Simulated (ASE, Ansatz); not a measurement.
**Forces and charges in generalised stacking fault on (110) of a KCl-RbCl solid solution (80 atoms)**

Wanted: forces, charges and levels of generalised stacking fault on (110) of a KCl-RbCl solid solution (80 atoms).

Program: Ansatz 0.2.0. Level of theory: Kohn-Sham DFT, PBE, PAW (set soft_2), plane waves. Results are calculated unless marked as measured.

### 1. Set-up

The cell holds 80 atoms: 13 Rb, 40 Cl and 27 K. Cell: a = 7.339 Å, b = 10.379 Å, c = 26.194 Å, α = 90.0°, β = 84.0°, γ = 90.0°. It derives from KCl and RbCl. CsCl-type KCl lattice (a = 3.6697 Å, the value set for the mixture), cell with z along [110], 2 x 2 x 5 periods; the third cell vector is tilted by 0.750 of [001] and lengthened by 0.1 Å, so the cell holds one fault; displaced by a Gaussian of 0.01 Å; 13 of 40 K sites given to Rb at random (lattice constant by Vegard's rule between KCl and RbCl).

Before any run, some limits are plain. The host structure and its lattice constant were typed by rule, without a check against the phase diagram.

### 2. Plane-wave single point

One self-consistent run at the given positions yields energy and forces.

File input.yaml:

```yaml
crystal:
  lattice:
    - [7.3394, 0.0, 0.0]
    - [0.0, 10.37948, 0.0]
    - [2.75228, 0.0, 26.0487]
  atoms:
    - { symbol: Rb, position: [0.62578, 0.00092, 0.99566] }
    - { symbol: Cl, position: [0.21216, 0.00062, 0.09925] }
    - { symbol: K, position: [0.12708, 0.99894, 0.99608] }
    - { symbol: Cl, position: [0.71398, 0.9991, 0.09992] }
    - { symbol: K, position: [0.62423, 0.49869, 0.99572] }
    - { symbol: Cl, position: [0.21426, 0.49817, 0.09923] }
    - { symbol: K, position: [0.12409, 0.49943, 0.99551] }
    - { symbol: Cl, position: [0.71574, 0.49891, 0.09929] }
    - { symbol: K, position: [0.96438, 0.25071, 0.09866] }
    - { symbol: Cl, position: [0.17667, 0.24935, 0.19882] }
    - { symbol: Rb, position: [0.46283, 0.24975, 0.0991] }
    - { symbol: Cl, position: [0.67706, 0.24953, 0.19853] }
    - { symbol: K, position: [0.92741, 0.99888, 0.19899] }
    - { symbol: Cl, position: [0.13884, 0.00132, 0.29812] }
    - { symbol: Rb, position: [0.42521, 0.00078, 0.19902] }
    - { symbol: Cl, position: [0.63837, 0.99887, 0.29884] }
    - { symbol: K, position: [0.96133, 0.74814, 0.09963] }
    - { symbol: Cl, position: [0.17431, 0.75033, 0.19914] }
    - { symbol: K, position: [0.46438, 0.75142, 0.09866] }
    - { symbol: Cl, position: [0.67658, 0.74958, 0.1989] }
    - { symbol: K, position: [0.92506, 0.50196, 0.19937] }
    - { symbol: Cl, position: [0.13785, 0.49997, 0.29846] }
    - { symbol: K, position: [0.42551, 0.50155, 0.19845] }
    - { symbol: Cl, position: [0.63872, 0.49973, 0.29901] }
    - { symbol: K, position: [0.88636, 0.24855, 0.29879] }
    - { symbol: Cl, position: [0.10014, 0.25023, 0.39814] }
    - { symbol: K, position: [0.38928, 0.24952, 0.29866] }
    - { symbol: Cl, position: [0.59839, 0.25172, 0.39778] }
    - { symbol: Rb, position: [0.84807, 0.99859, 0.39799] }
    - { symbol: Cl, position: [0.06309, 0.00269, 0.49788] }
    - { symbol: Rb, position: [0.34759, 0.00218, 0.39826] }
    - { symbol: Cl, position: [0.56363, 0.99894, 0.49801] }
    - { symbol: K, position: [0.88822, 0.74991, 0.29759] }
    - { symbol: Cl, position: [0.09903, 0.75149, 0.3978] }
    - { symbol: Rb, position: [0.38808, 0.75012, 0.2985] }
    - { symbol: Cl, position: [0.60096, 0.7496, 0.39834] }
    - { symbol: K, position: [0.85143, 0.50076, 0.39757] }
    - { symbol: Cl, position: [0.06073, 0.49905, 0.49769] }
    - { symbol: K, position: [0.35153, 0.49924, 0.39807] }
    - { symbol: Cl, position: [0.56257, 0.50026, 0.49752] }
    - { symbol: Rb, position: [0.81358, 0.24981, 0.49807] }
    - { symbol: Cl, position: [0.02454, 0.24918, 0.5978] }
    - { symbol: K, position: [0.31411, 0.25017, 0.49754] }
    - { symbol: Cl, position: [0.52694, 0.24835, 0.59776] }
    - { symbol: K, position: [0.77683, 0.99892, 0.59714] }
    - { symbol: Cl, position: [0.99033, 0.99979, 0.6969] }
    - { symbol: K, position: [0.27933, 0.99889, 0.59774] }
    - { symbol: Cl, position: [0.487, 0.00089, 0.6967] }
    - { symbol: K, position: [0.81513, 0.75044, 0.49765] }
    - { symbol: Cl, position: [0.02542, 0.74896, 0.59783] }
    - { symbol: K, position: [0.31599, 0.75048, 0.49779] }
    - { symbol: Cl, position: [0.5252, 0.74877, 0.59786] }
    - { symbol: K, position: [0.77577, 0.49884, 0.59711] }
    - { symbol: Cl, position: [0.9885, 0.4991, 0.69631] }
    - { symbol: Rb, position: [0.27621, 0.49942, 0.59705] }
    - { symbol: Cl, position: [0.4878, 0.50057, 0.69699] }
    - { symbol: Rb, position: [0.73925, 0.25001, 0.69702] }
    - { symbol: Cl, position: [0.94934, 0.24898, 0.79682] }
    - { symbol: K, position: [0.23846, 0.24964, 0.69698] }
    - { symbol: Cl, position: [0.45252, 0.25107, 0.79683] }
    - { symbol: K, position: [0.70253, 0.00029, 0.79629] }
    - { symbol: Cl, position: [0.91308, 0.9996, 0.89657] }
    - { symbol: K, position: [0.20272, 0.00109, 0.79594] }
    - { symbol: Cl, position: [0.41476, 0.00119, 0.896] }
    - { symbol: Rb, position: [0.73676, 0.74889, 0.69675] }
    - { symbol: Cl, position: [0.94838, 0.74988, 0.79577] }
    - { symbol: K, position: [0.24061, 0.74961, 0.69764] }
    - { symbol: Cl, position: [0.4517, 0.74917, 0.79655] }
    - { symbol: Rb, position: [0.70034, 0.50013, 0.79658] }
    - { symbol: Cl, position: [0.91587, 0.50137, 0.89549] }
    - { symbol: Rb, position: [0.20288, 0.50019, 0.79643] }
    - { symbol: Cl, position: [0.41585, 0.49923, 0.89666] }
    - { symbol: K, position: [0.66214, 0.24854, 0.89646] }
    - { symbol: Cl, position: [0.8775, 0.24951, 0.99587] }
    - { symbol: K, position: [0.16499, 0.24925, 0.89615] }
    - { symbol: Cl, position: [0.37565, 0.2492, 0.99604] }
    - { symbol: K, position: [0.66507, 0.74971, 0.89558] }
    - { symbol: Cl, position: [0.8756, 0.74949, 0.99572] }
    - { symbol: Rb, position: [0.16549, 0.75033, 0.89632] }
    - { symbol: Cl, position: [0.3789, 0.75161, 0.99571] }
kpoints:
  mp_grid: { grid: [2, 1, 1] }
hamiltonian:
  xc: pbe
scf:
  occupations: { method: gaussian, width: 0.025 }
output:
  forces: true
  stress: true
  populations: true
  dos:
    method: { smearing: { sigma: 0.15 } }
    de: 0.1
    projected: { site_lists: { Cl: [Cl], K: [K], Rb: [Rb] } }
  eigenvalues: true
  write_density: true
  write_potential: true
  volumetric_format: npy
```

Run with:

```bash
$ ansatz run input.yaml --threads 8 --pin off --max-ram 15872MiB --backend cpu --events-out ev --progress --plain --runs-dir out
```

Numbers of over 12 decimals in the logs are rounded to 6 here.

The program printed:

```text
Engine: ansatz 0.2.0, aarch64-unknown-linux-gnu
Pseudopotentials: kind: paw
Pseudopotential: Rb, paw, valence charge 9, recommended cutoff 420 eV (normal), Rb.paw.azcp
Pseudopotential: Cl, paw, valence charge 7, recommended cutoff 420 eV (normal), Cl.paw.azcp
Pseudopotential: K, paw, valence charge 9, recommended cutoff 420 eV (normal), K.paw.azcp
Functional definition: PBE
  parameter kappa = 0.804
  parameter beta = 0.066725
  exchange = pbe_x(kappa = kappa, mu = beta*pi^2/3)
  correlation = pbe_c(beta = beta)
Crystal: 80 atoms, lattice volume = 1984.368 Å³
Basis set: ecut = 420 eV, 38797 PW (Γ), exchange–correlation on 100×144×360 points (8 copies of the dense FFT grid, shifted against one another)
Bands: 400, of which v1, the nominal top of the filled ones, is band 320 counted from 1 (319 counted from 0)
Symmetry: 1 space group operations
Space group: P1 (ITA 1), of the structure as read, at distance tolerance 1.3e-4 Å
k-points: 2
Non-local potential: Rb, projectors of the file, l = 0: 3, l = 1: 2, l = 2: 2
Non-local potential: Cl, projectors of the file, l = 0: 2, l = 1: 2, l = 2: 2
Non-local potential: K, projectors of the file, l = 0: 3, l = 1: 2, l = 2: 2
PAW form: soft (Blöchl's): semilocal exchange-correlation on the pseudo side does not see the compensation charge
PAW one-centre angular grid: Rb, 110 points (default); XC on 64 Gauss nodes
PAW one-centre angular grid: Cl, 110 points (default); XC on 64 Gauss nodes
PAW one-centre angular grid: K, 110 points (default); XC on 64 Gauss nodes
Initial density: superposition of atomic densities (neutral atoms: chi_scale 0, normalization atom), corrected by the library's trained network
Initial wavefunctions: pseudopotential atomic-orbital guess
Functional: x = pbe(κ = 0.804, μ = 0.219515), c = pbe(β = 0.066725)
SCF iter   1: F=—  HF=-127321.112826 eV  |F-HF|=—  |Δ(HF+E_count)|=         —  Δρ=4.17e-4  dr2=5.45e-3  ethr=1.77e-3  ⟨swp⟩=13.5  Hψ=4587  notcnv=0  defer=44
preconditioner: auto → Resta (q_TF=auto, 2.259 Å⁻¹)  ε∞=2.9  [insulator: Δε(μ)=5.560 eV  Ē_g=14.325 eV  σ=0.025 eV  W_gap=1.00  n_scr=392 (ndim 8)  ℏωp=19.7 eV  f_vac=0.000  D(μ)=0.00/eV (n_scr^D=0)  ε∞_Penn≈2.9]
SCF iter   2: F=—  HF=-127321.093809 eV  |F-HF|=—  |Δ(HF+E_count)|=   1.90e-2  Δρ=1.94e-4  dr2=1.25e-3  ethr=8.52e-7  ⟨swp⟩=3.0  Hψ=1938  notcnv=0  defer=96
SCF iter   3: F=—  HF=-127321.093510 eV  |F-HF|=—  |Δ(HF+E_count)|=   2.99e-4  Δρ=7.47e-5  dr2=1.17e-4  ethr=1.95e-7  ⟨swp⟩=2.0  Hψ=1289  notcnv=0  defer=96
SCF iter   4: F=—  HF=-127321.093441 eV  |F-HF|=—  |Δ(HF+E_count)|=   6.87e-5  Δρ=2.63e-5  dr2=1.78e-5  ethr=1.82e-8  ⟨swp⟩=3.0  Hψ=1473  notcnv=0  defer=96
SCF iter   5: F=—  HF=-127321.092237 eV  |F-HF|=—  |Δ(HF+E_count)|=   1.20e-3  Δρ=4.91e-6  dr2=4.40e-7  ethr=2.79e-9  ⟨swp⟩=2.0  Hψ=1258  notcnv=0  defer=96
SCF iter   6: F=-127321.092237 eV  HF=-127321.092237 eV  |F-HF|=1.91e-9  |Δ(HF+E_count)|=   3.19e-7  Δρ=1.03e-6  dr2=2.82e-8  ethr=1.56e-11  ⟨swp⟩=18.5  Hψ=7047  notcnv=0
SCF 1 converged in 6 iterations: F = -127321.092237 eV  dr2 = 2.82e-8
  greatest PAW one-centre occupation: 0.988 electrons in one spin orbital (limit 2), on the K atom at site 8 (counted from 0), in its partial waves of l = 0
SCF converged after 6 iterations
Free energy (F): -127321.092237 eV
Harris-Foulkes:  -127321.092237 eV  (|F-HF|=1.91e-9)
Internal energy: -127321.092237 eV  (E = F + TS)
E sigma→0 (E₀):  -127321.092237 eV
Fermi energy:    6.446608 eV
--- Per-component energies (eV) ---
  E_band       = -3490.230234
  E_kinetic    = 15938.903709
  E_local      = -27161.963774  (includes V_loc(G=0)·N_el)
  E_nonlocal   = 3739.182512
  E_hartree    = 8174.533148
  E_xc         = -9709.616579
  E_vxc        = -11216.355323  (∫ρ·V_xc dr)
  E_paw        = -81520.280208  (= ΣΔE_a)
  E_vpaw       = -1139.067109  (= ΣTr[D̂ρ^β])
  E_aug_tail   = 0.003472  (compensation charges beyond the density's cutoff)
  E_ewald      = -36781.854516
  E_smearing   = -0.000000  (= −TS)
  E_closure    = -0.000000  (closes the sum)
  Σ components = -127321.092237   (vs F -127321.092237, Δ=0.00e0)
--- Forces (eV/Å), atoms counted from 1 ---
  atom   1  Rb    -0.19547459    -0.02697360    -0.42955431
  atom   2  Cl    -0.02095256    -0.15633768     0.15607473
  atom   3  K     -0.15641583     0.00911259    -0.34580306
  atom   4  Cl     0.44123195    -0.12893185     0.46945009
  atom   5  K     -0.09452423     0.03257005    -0.30687453
  atom   6  Cl     0.04736755     0.19410866     0.22250770
  atom   7  K     -0.10391499     0.01504553    -0.28341651
  atom   8  Cl     0.18038864     0.16247590     0.22879865
  atom   9  K      0.13144769    -0.02069469     0.41284016
  atom  10  Cl    -0.19154072     0.17168703     0.13023623
  atom  11  Rb     0.30749000     0.00639621     0.56575843
  atom  12  Cl     0.18967042     0.14972495     0.16353650
  atom  13  K     -0.03176517     0.04740261    -0.01460701
  atom  14  Cl    -0.19961652     0.09156182    -0.08436275
[...]
atom  79  Rb    -0.02345348     0.02343646    -0.01459206
  atom  80  Cl    -0.19203024    -0.18776951    -0.17975639
  max |Σ_I F_I| component: 1.78e-5 eV/Å
--- Stress (GPa, compression-positive) ---
        5.129179       0.007719       0.317109
        0.007719       4.770050      -0.001741
        0.317109      -0.001741       5.515652
  P = ⅓ Tr σ = 5.1383 GPa (51.383 kbar)
--- Band table (eV) ---
  k-point 0: bands = ["-24.1677", "-24.1638", "-24.1610", "-24.1587", [... 384 levels ...], "12.0875", "12.1145", "12.1231", "12.1326", "12.1812", "12.2027", "12.2469", "12.2614", "12.2712", "12.2873", "12.2947", "12.2989"]
  k-point 1: bands = ["-24.1671", "-24.1607", "-24.1595", "-24.1539", [... 384 levels ...], "12.0792", "12.1108", "12.1241", "12.1287", "12.1612", "12.2052", "12.2218", "12.2381", "12.2711", "12.2911", "12.3240", "12.3443"]
--- Löwdin populations: 80 sites ---
  site symbol       q [e]
     0     Rb      8.1972
     1     Cl      7.6984
     2      K      8.2476
[...]
79     Cl      7.6995
  spilling = 0.004357 (of n_electrons = 640.000000)
```

Run time: 40 s. Hardware: 8 threads of Arm Neoverse V2, shared host; peak memory 6.8 GiB; 5.1 min of CPU time.

In the SCF lines HF is the Harris–Foulkes energy and dr2 the Hartree energy of the density residual, in eV; the loop may stop once dr2 is under the threshold and the program's other checks hold. Hψ counts applications of the Hamiltonian.

The run gave:

| Property | Result |
| --- | --- |
| free energy | -127321.0922 eV |
| free energy per atom | -1591.5137 eV/atom |
| SCF cycles | 6 |
| pressure | 5.138 GPa |
| r.m.s. force component | 0.1459 eV/Å |
| longest force | 0.8616 eV/Å |
| Fermi energy | 6.447 eV |
| gap (highest filled to lowest empty level) | 5.566 eV |
| spilling of the projection | 0.004357 |

Neighbours are counted within 3.58 Å (Cl-K), 3.62 Å (Cl-Rb).

Length of the force by element and coordination:

```csv
element,coordination,atoms,mean length of the force (eV/Å),spread,least,most
Cl,all,40,0.268,0.133,0.123,0.862
Cl,7,8,0.407,0.216,0.202,0.862
Cl,8,32,0.234,0.0668,0.123,0.362
K,all,27,0.116,0.135,0.0072,0.434
K,7,6,0.362,0.0463,0.302,0.434
K,8,21,0.0451,0.0205,0.0072,0.0881
Rb,all,13,0.129,0.187,0.0238,0.644
Rb,7,2,0.558,0.0856,0.473,0.644
Rb,8,11,0.0511,0.0175,0.0238,0.0768
```

Löwdin charges by element and coordination (they lack the spilled electrons, 0.035 e an atom on average):

```csv
element,coordination,atoms,mean charge (e),spread,least,most
Cl,all,40,-0.699,7.0e-4,-0.701,-0.698
Cl,7,8,-0.699,9.0e-4,-0.701,-0.698
Cl,8,32,-0.699,6.0e-4,-0.701,-0.698
K,all,27,0.755,0.0062,0.742,0.765
K,7,6,0.760,0.0044,0.752,0.765
K,8,21,0.754,0.0062,0.742,0.763
Rb,all,13,0.797,0.0051,0.787,0.804
Rb,7,2,0.801,0.002,0.799,0.803
Rb,8,11,0.796,0.0051,0.787,0.804
```

Density of states as counts of states in windows of 1 eV (from the Fermi level), total and the larger projections:

```csv
from (eV),to (eV),total,Cl p,K s,Rb p,K p
-14,-13,74.8,0.3,0.0,0.1,69.7
-13,-12,0.0,0.0,0.0,0.0,0.0
-12,-11,51.7,1.2,0.1,49.4,0.2
-11,-10,26.3,0.4,0.0,25.4,0.1
-10,-6,0.0,0.0,0.0,0.0,0.0
-6,-5,0.2,0.2,0.0,0.0,0.0
-5,-4,73.6,68.1,2.3,0.6,0.5
-4,-3,137.7,132.5,1.0,1.1,0.7
-3,-2,28.5,28.1,0.0,0.1,0.0
-2,2,0.0,0.0,0.0,0.0,0.0
2,3,1.0,0.0,0.5,0.0,0.0
3,4,15.9,0.2,4.2,0.0,0.0
4,5,60.3,1.5,12.3,0.1,0.1
```

Between -26 and -14 eV lie 167 more states.

The stored curve holds about 560 of the 640 electrons; the rest, give or take the few that broadening carries across the Fermi level, lie in deeper levels below its range.

The levels nearest the highest filled one (over half full), pooled over k-points and spins:

```csv
level less the highest filled one (eV),occupation
-0.104,2
-0.0696,2
-0.03,2
-0.019,2
-0.0156,2
0,2
5.57,0
6.03,0
6.13,0
6.24,0
6.26,0
6.28,0
```

Electrostatic potential energy in the ca plane at fractional y = 0.000, with atoms of Rb and Cl and K within 0.2 Å of it. With pseudopotentials it is smooth inside the atoms' cores, unlike the true potential.

Ten even steps from '0' (-67 eV) to '9' (10 eV), each cell a mean:
```
99999999999963336899999999876689999767999999
99999999999963335899999999730058999999999988
99999999999985446999999999710017999999999755
99999866799998778999999999720017999999998533
88999633479999999999888999863258999999998532
36899632369999999998645799988889999999999744
02799743479999999997322599999999998668999977
01799986799999999998422589999999985335899999
03799999999998789999744799999999985223799999
67899999999974247999988999998999996334899999
89999999999850005899999999876689998767999999
99999999999850003899999999730158999999999988
99999999999972005899999999710017999999999755
99999866799987668999999999720017999999998533
89999633479999999999888999863258999999998532
57999622369999999998545899988789999999999754
35899743479999999997322599999999998668999987
34799976789999999997422589999999985335899999
45899999999998889999644799999999984223799999
78999999999986568999988999999999996334899999
```
Columns run along c (16.0 Å, from fractional 0.00 to 0.61 of the cell; values clipped at the 3rd and 97th percentile), rows up along a (7.3 Å). Atoms in or near the plane, at fractional coordinates: Cl at (0.10, 0.21), Cl at (0.10, 0.71), K at (0.20, 0.93), Cl at (0.30, 0.14), Rb at (0.20, 0.43), Cl at (0.30, 0.64), Rb at (0.40, 0.85), Cl at (0.50, 0.06), Rb at (0.40, 0.35), Cl at (0.50, 0.56), K at (0.60, 0.78), K at (0.60, 0.28).

[end of part 1 of 2]

[Logs are printed without paths, hosts, clocks, repeated set-up lines and the standing remarks that a program may print on its own settings, such as how far it seeks lower states.]

[Hosts, paths, dates, database ids (printed as entryN), source tags and the programs' standing remarks are cut or masked in the printed files.]
